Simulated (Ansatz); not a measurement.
**Straining Al**

Theory: DFT r2SCAN, scalar-relativistic, plane waves, PAW in Ansatz 0.2.0. Run with 500 eV cutoff, 18×18×14 k-mesh, Gaussian smearing of 0.10 eV, no spin polarisation.

Reference structure (relaxed):

```xyz
2
Lattice="1.9963 1.9963 0.0000 -1.9963 1.9963 0.0000 0.0000 0.0000 3.9927" Properties=species:S:1:pos:R:3 pbc="T T T"
Al    0.0000    0.0000    0.0000
Al    0.0000    1.9963    1.9963
```

Deformation: biaxial strain in the a-b plane, with the length and tilt of c and the atoms relaxed, all within the symmetry that the strain leaves. Energies are extrapolated to zero smearing. Stress is positive in compression, on the Cartesian axes of the cell above. On this cell's mesh the reference holds a stress of up to 0.30 GPa.

Strains computed: -4.5, -3.0, -1.5, +1.5, +3.0, +4.5 %.

Question: At which strain does the energy stand 22.5 meV/atom over the relaxed crystal with σxx = -5.05, σyy = -5.05, σzz = 0.00 GPa?

Answer: +4.5 %.